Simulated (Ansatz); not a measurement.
# GaAs (F-43m) in Ansatz: further runs

The runs below take GaAs through single point, relaxation of cell and atoms, with PBE.

Everything below comes from runs of Ansatz 0.2.0. Logs are shortened: lines on timing, memory, paths and dates and some standing lists are left out, and cuts for length are marked.

**Experimental background.**

From “Evidence of valence band perturbations in GaAsN/GaAs(001): A combined variable-angle spectroscopic ellipsometry and modulated photoreflectance investigation”, 2008, arxiv:0805.2212, for a bulk crystal of GaAs at 300 K: band gap 1.418 ± 0.005 eV (direct).

The results are compared with them further down.

### 1 The crystal as given

Symmetry: F-43m, No. 216, cubic system. The conventional cell has a = 5.654 Å, b = 5.654 Å, c = 5.654 Å, α = 90.00°, β = 90.00°, γ = 90.00°. As (site symmetry -43m) has 4 Ga at 2.45 Å as nearest neighbours. Ga (site symmetry -43m) is surrounded by 4 As at 2.45 Å.

### 2 Single point, PBE

File input.yaml:

```yaml
crystal:
  lattice:
    - [0.0, 2.82685, 2.82685]
    - [2.82685, 0.0, 2.82685]
    - [2.82685, 2.82685, 0.0]
  atoms:
    - { symbol: As, position: [0.75, 0.75, 0.75] }
    - { symbol: Ga, position: [0.0, 0.0, 0.0] }
kpoints:
  mp_grid: { grid: [4, 4, 4] }
scf:
  occupations: { method: fermi_dirac, width: 0.04 }
hamiltonian:
  xc: pbe
  pseudopotentials: { kind: all_electron, lapw: { basis_error: 0.002 } }
output:
  forces: true
  stress: true
  eigenvalues: true
```

Potentials or basis: all-electron LAPW, scalar-relativistic.

The run is started by

```bash
ansatz run input.yaml --threads 1 --pin off --max-ram 2560MiB --backend cpu --events-out ev --progress --plain --runs-dir out
```

Log:

```text
Warning: RAYON_NUM_THREADS=1 ignored (pool sized by the plan → 1); use --threads N
LAPW: plane waves up to 8.741 Å⁻¹, error target 2.0e-3 eV per atom; small_component_spin mean_spin; Ga in spheres of 1.235 Å, 21 of its electrons in bands, Dirac shells []; As in spheres of 1.213 Å, 23 of its electrons in bands, Dirac shells [] (how accurate: hamiltonian.pseudopotentials.lapw.basis_error, Limitations)
Engine: ansatz 0.2.0, x86_64-unknown-linux-gnu
Pseudopotentials: kind: all_electron
Pseudopotential: As, LAPW, valence charge 23, lapw/all_electron/scalar/gaussian/As, Koelling and Harmon's equation, gaussian nucleus
Pseudopotential: Ga, LAPW, valence charge 21, lapw/all_electron/scalar/gaussian/Ga, Koelling and Harmon's equation, gaussian nucleus
Functional definition: PBE
  parameter kappa = 0.804
  parameter beta = 0.06672455060314922
  exchange = pbe_x(kappa = kappa, mu = beta*pi^2/3)
  correlation = pbe_c(beta = beta)
Crystal: 2 atoms, lattice volume = 45.179 Å³
Basis set: ecut = 291.0791628324431 eV, 531 PW (Γ), exchange–correlation at level 2
Bands: 27, of which v1, the nominal top of the filled ones, is band 22 counted from 1 (21 counted from 0)
Symmetry: 24 space group operations
Space group: F-43m (ITA 216), of the structure as read, at distance tolerance 3.6e-5 Å
k-points: 8 of 64 (time reversal used)
Non-local potential: As, projectors of the file, none
Non-local potential: Ga, projectors of the file, none
Initial density: superposition of atomic densities (chi_scale 0.1, normalization cell, long waves kept (reshape's long-wave potential 0.00 eV rms))
Initial wavefunctions: plane waves of lowest kinetic energy (no species holds an atomic orbital)
Functional: x = pbe(κ = 0.804, μ = 0.2195149727645171), c = pbe(β = 0.06672455060314922)
iter 1 solved again at ethr=1.52e-3 eV; its pass at ethr=1.00e-1 eV (dr2=6.67e-1 eV) is discarded
SCF iter   1: F=—  HF=-114424.458320 eV  |F-HF|=—  |Δ(HF+E_count)|=         —  Δρ=3.24e-2  dr2=6.68e-1  ethr=1.52e-3  ⟨swp⟩=2.0  Hψ=1336  notcnv=0
preconditioner: auto → none  [insulator: Δε(μ)=0.701 eV  Ē_g=15.939 eV  σ=0.040 eV  W_gap=1.00  n_scr=14 (ndim 8)  ℏωp=23.4 eV  f_vac=0.115  D(μ)=0.00/eV (n_scr^D=0)  ε∞_Penn≈3.2]
SCF iter   2: F=—  HF=-114424.294207 eV  |F-HF|=—  |Δ(HF+E_count)|=   1.64e-1  Δρ=1.29e-2  dr2=7.34e-2  ethr=1.52e-3  ⟨swp⟩=2.5  Hψ=646  notcnv=0
SCF iter   3: F=—  HF=-114424.280516 eV  |F-HF|=—  |Δ(HF+E_count)|=   1.37e-2  Δρ=5.70e-3  dr2=1.44e-2  ethr=1.67e-4  ⟨swp⟩=2.0  Hψ=640  notcnv=0
iter 4 solved again at ethr=1.24e-6 eV; its pass at ethr=3.27e-5 eV (dr2=5.44e-4 eV) is discarded
SCF iter   4: F=—  HF=-114424.276820 eV  |F-HF|=—  |Δ(HF+E_count)|=         —  Δρ=1.14e-3  dr2=5.43e-4  ethr=1.24e-6  ⟨swp⟩=2.0  Hψ=1073  notcnv=0
the basis was enlarged: its passes take 66.9 KiB over the memory plan, 1 of 1 planned eigensolver slots
SCF iter   5: F=—  HF=-114424.276761 eV  |F-HF|=—  |Δ(HF+E_count)|=   5.97e-5  Δρ=2.42e-4  dr2=1.61e-5  ethr=1.23e-6  ⟨swp⟩=2.9  Hψ=612  notcnv=0
SCF iter   6: F=—  HF=-114424.276787 eV  |F-HF|=—  |Δ(HF+E_count)|=   2.60e-5  Δρ=9.67e-5  dr2=3.12e-6  ethr=3.65e-8  ⟨swp⟩=3.0  Hψ=632  notcnv=0
SCF iter   7: F=-114424.276795 eV  HF=-114424.276795 eV  |F-HF|=2.66e-7  |Δ(HF+E_count)|=   8.01e-6  Δρ=1.64e-5  dr2=9.82e-8  ethr=7.09e-9  ⟨swp⟩=3.0  Hψ=634  notcnv=0
SCF 1 converged in 7 iterations: F = -114424.276795 eV  dr2 = 9.82e-8
SCF converged after 7 iterations
Free energy (F): -114424.276795 eV
Harris-Foulkes:  -114424.276795 eV  (|F-HF|=2.66e-7)
Internal energy: -114424.276740 eV  (E = F + TS)
E sigma→0 (E₀):  -114424.276768 eV
Entropy (-TS):   -0.000054 eV (-0.027 meV/atom)
Fermi energy:    9.677837 eV
--- Per-component energies (eV) ---
  E_band       = -2118.695831
  E_kinetic    = 116839.782675
  E_xc         = -4342.641663
  E_electrostatic = -226921.417753  (all electrons and nuclei)
  E_smearing   = -0.000054  (= −TS)
  E_closure    = 0.000000  (closes the sum)
  E_atoms      = -114416.203472  (free atoms, spherical and without spin; not in F)
  Σ components = -114424.276795   (vs F -114424.276795, Δ=0.00e0)
  Basis errors (estimates in eV, not in F): energy 8.2e-4 per atom: plane waves 7.5e-4 (4.5e-4 summed), levels above the bands 3.5e-95, relativity 1.3e-7, radial functions 7.6e-5, core shells 7.8e-11; eigenvalues (radial functions only) 1.6e-6; not estimated: angular momenta, meshes, grids; target (lapw.basis_error) 2.0e-3; muffin-tin radii Ga 1.235 Å, As 1.213 Å
--- Forces (eV/Å), atoms counted from 1 ---
  atom   1  As    -0.00000000     0.00000000    -0.00000000
  atom   2  Ga     0.00000000    -0.00000000     0.00000000
  max |Σ_I F_I| component: 3.70e-17 eV/Å
--- Stress (GPa, compression-positive) ---
        3.547578      -0.000000      -0.000000
       -0.000000       3.547578       0.000000
       -0.000000       0.000000       3.547578
  P = ⅓ Tr σ = 3.5476 GPa (35.476 kbar)
--- Band table (eV; the first three rows and the last of 8) ---
  k-point 0: bands = ["-175.2665", "-134.2660", "-118.6384", "-118.6384", "-118.6384", "-84.9975", "-84.9975", "-84.9975", "-25.6875", "-25.6875", "-25.6875", "-25.6781", "-25.6781", "-5.4320", "-5.4320", "-5.4320", "-5.3551", "-5.3551", "-3.3279", "9.4010", "9.4010", "9.4010", "9.9107", "13.1078", "13.1078", "13.1078", "16.9918"]
  k-point 1: bands = ["-175.2665", "-134.2660", "-118.6384", "-118.6384", "-118.6384", "-84.9976", "-84.9975", "-84.9975", "-25.6874", "-25.6871", "-25.6871", "-25.6780", "-25.6780", "-5.4745", "-5.4208", "-5.4208", "-5.3547", "-5.3547", "-2.6346", "5.2538", "8.7191", "8.7191", "10.8378", "13.9769", "13.9769", "15.3538", "18.3613"]
  k-point 2: bands = ["-175.2665", "-134.2660", "-118.6384", "-118.6384", "-118.6384", "-84.9976", "-84.9975", "-84.9975", "-25.6873", "-25.6867", "-25.6867", "-25.6778", "-25.6778", "-5.5107", "-5.4127", "-5.4127", "-5.3511", "-5.3511", "-1.5589", "2.7484", "8.2543", "8.2543", "10.3875", "14.0167", "14.0167", "17.1486", "19.8162"]
  k-point 7: bands = ["-175.2665", "-134.2660", "-118.6384", "-118.6384", "-118.6384", "-84.9976", "-84.9976", "-84.9976", "-25.6873", "-25.6869", "-25.6857", "-25.6782", "-25.6775", "-5.5296", "-5.4006", "-5.3881", "-5.3653", "-5.3514", "-0.7573", "2.7503", "5.8583", "6.0473", "14.0133", "14.1128", "14.7898", "15.4332", "20.4707"]
```

Wall time 8.2 s (1 thread of Intel Xeon Platinum 8375C at 2.90GHz (Ice Lake), shared host); peak memory 0.26 GiB.

Results:

```yaml
Free_energy: -114424.2768 eV
Pressure: 3.5 GPa
Band_gap_on_the_k_mesh: 0.51 eV, direct
```

Caveat: the k mesh is coarse (spacing up to 0.48 Å⁻¹), so the values aren't converged.

### 3 Relaxation of cell and atoms, PBE

File input.yaml:

```yaml
crystal:
  lattice:
    - [0.0, 2.82685, 2.82685]
    - [2.82685, 0.0, 2.82685]
    - [2.82685, 2.82685, 0.0]
  atoms:
    - { symbol: As, position: [0.75, 0.75, 0.75] }
    - { symbol: Ga, position: [0.0, 0.0, 0.0] }
kpoints:
  mp_grid: { grid: [8, 8, 8] }
scf:
  occupations: { method: fixed }
hamiltonian:
  xc: pbe
  pseudopotentials:
    kind: all_electron
    lapw: { basis_error: 0.001 }
    relativity: none
output:
  forces: true
  stress: true
relax:
  f_tol: 0.02
  max_steps: 60
  cell: {}
```

Potentials or basis: all-electron LAPW, non-relativistic.

The run is started by

```bash
ansatz run input.yaml --threads 1 --pin off --max-ram 2560MiB --backend cpu --events-out ev --progress --plain --runs-dir out
```

Wall time 50 s (1 thread of Intel Xeon Platinum 8375C at 2.90GHz (Ice Lake), shared host); peak memory 0.35 GiB.

It converged, with:

```yaml
Free_energy: -113208.7653 eV
Relaxed_volume: 23.87 Å³/atom
Relaxed_cell: a = 4.072 Å, b = 4.072 Å, c = 4.072 Å, α = 60.00°, β = 60.00°, γ = 60.00°
Space_group_after_relaxing_to_0.05_Å: F-43m (No. 216)
Energy_gained_by_relaxing: 15.0 meV/atom
Ionic_steps: 5
Pressure_after_relaxing: 0.0 GPa
Band_gap_on_the_k_mesh: 0.76 eV
```

Step by step:
```
step  energy change (eV)  largest force (eV/Å)  volume (Å³)
   1              0.0000                0.0000        45.18
   2             -0.0293                0.0000        47.32
   3             -0.0300                0.0000        47.69
   4             -0.0301                0.0000        47.73
   5             -0.0301                0.0000        47.73
```

Final structure:
```
CELL_PARAMETERS angstrom
0.00000 2.87915 2.87915
2.87915 0.00000 2.87915
2.87915 2.87915 0.00000
ATOMIC_POSITIONS crystal
As 0.75000 0.75000 0.75000
Ga 0.00000 0.00000 0.00000
```

Caveat: relativity is left out, which matters for the heavier elements.

### 4 Single point, PBE

File input.yaml:

```yaml
crystal:
  lattice:
    - [0.0, 2.82685, 2.82685]
    - [2.82685, 0.0, 2.82685]
    - [2.82685, 2.82685, 0.0]
  atoms:
    - { symbol: As, position: [0.75, 0.75, 0.75] }
    - { symbol: Ga, position: [0.0, 0.0, 0.0] }
kpoints:
  mp_grid: { grid: [5, 5, 5] }
scf:
  occupations: { method: fermi_dirac, width: 0.04 }
hamiltonian:
  xc: pbe
  pseudopotentials: { kind: all_electron, lapw: { basis_error: 0.003 } }
output:
  forces: true
  stress: true
  eigenvalues: true
```

Potentials or basis: all-electron LAPW, scalar-relativistic.

The run is started by

```bash
ansatz run input.yaml --threads 1 --pin off --max-ram 2560MiB --backend cpu --events-out ev --progress --plain --runs-dir out
```

Run time: 4.2 s. Hardware: 1 thread of Arm Neoverse V2, shared host; peak memory 0.23 GiB.

It converged, with:

```
Free energy            : -114424.3912 eV
Pressure               : 3.3 GPa
Band gap on the k mesh : 0.52 eV, direct
```

Levels at points of the mesh, in eV from the valence-band top:
```
           k point  band 18  band 19  band 20  band 21  band 22  band 23  band 24  band 25  band 26  band 27
(0.00, 0.00, 0.00)   -14.72   -12.73     0.00     0.00     0.00     0.52     3.73     3.73     3.73     7.59
```

### 5 Summary

| task | potentials or basis | cell | k mesh | cutoff (eV) | smearing | basis error allowed | mesh quality | gap on the mesh (eV) | pressure (GPa) |
| --- | --- | --- | --- | --- | --- | --- | --- | --- | --- |
| single point | all-electron LAPW, scalar-relativistic | as given | 4 × 4 × 4 | 291 | fermi-dirac 0.04 eV | 0.002 eV/atom | coarse | 0.51 | 3.5 |
| relaxation of cell and atoms | all-electron LAPW, non-relativistic | relaxed | 8 × 8 × 8 | - | fixed | 0.001 eV/atom | not flagged | 0.76 | 0.0 |
| single point | all-electron LAPW, scalar-relativistic | as given | 5 × 5 × 5 | 277 | fermi-dirac 0.04 eV | 0.003 eV/atom | not flagged | 0.52 | 3.3 |

Alike in all rows: level PBE; no spin polarisation.

Caveats: some runs use coarse meshes; relativity is left out, which matters for the heavier elements (some runs).

Compare energies only between runs with the same functional and basis.

### 6 How close it comes

Step 4. Measured gap of GaAs: 1.418 eV (direct; 300 K; “Evidence of valence band perturbations in GaAsN/GaAs(001): A combined variable-angle spectroscopic ellipsometry and modulated photoreflectance investigation”, 2008, arxiv:0805.2212). This calculation gives 0.52 eV (-0.90 eV). 3 values of this kind are on record (1.412 to 1.51 eV); this one was drawn at random among those near their median, those with a stated uncertainty first. Spin-orbit coupling on As, Ga is left out. The value is that of PBE, without temperature or zero-point motion. Semilocal functionals fall short of measured gaps as a rule.
